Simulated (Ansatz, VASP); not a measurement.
Nb: VASP beside Ansatz

Contents of INCAR:

```
PREC = Accurate
ENCUT = 520
EDIFF = 1E-6
ISMEAR = 0
SIGMA = 0.1
LREAL = F
LASPH = T
NELM = 60
ALGO = Fast
ISIF = 2
LWAVE = F
LCHARG = T
GGA = PE
LELF = T
LVHAR = T
NBANDS = 12
```

Contents of KPOINTS:

```
Automatic mesh
0
Gamma
  8 8 8
```

POSCAR

```
Nb
1.0
   -1.6639500000      1.6639500000      1.6639500000
    1.6639500000     -1.6639500000      1.6639500000
    1.6639500000      1.6639500000     -1.6639500000
Nb
1
Direct
    0.0000000000      0.0000000000      0.0000000000
```

Input for Ansatz:

```yaml
crystal:
  lattice:
    - [-1.66395, 1.66395, 1.66395]
    - [1.66395, -1.66395, 1.66395]
    - [1.66395, 1.66395, -1.66395]
  atoms:
    - { symbol: Nb, position: [0.0, 0.0, 0.0] }
basis:
  ecutwfc: 420
kpoints:
  mp_grid: { grid: [8, 8, 8] }
hamiltonian:
  xc: pbe
scf:
  occupations: { method: gaussian, width: 0.1 }
output:
  forces: true
  stress: true
  eigenvalues: true
```

Alike in both runs: task single point; functional PBE; k mesh 8 × 8 × 8; occupations gaussian, width 0.1 eV; no spin polarisation.

|  | VASP | Ansatz |
| --- | --- | --- |
| version | VASP 6.6.1 | Ansatz 0.2.0 |
| potentials or method | VASP PAW PBE potentials, release 64 (Nb_sv) | scalar-relativistic, plane waves, PAW |
| plane-wave cutoff (eV) | 520 | 420 |
| valence electrons in the cell | 13 | 13 |

|  | VASP | Ansatz | Ansatz less VASP |
| --- | --- | --- | --- |
| gap on the k mesh at the Fermi level (eV) | none | none | - |
| pressure (GPa) | -2.7 | -2.3 | +0.37 |

A gap of «none» marks a metal or a gap that the smearing closes.
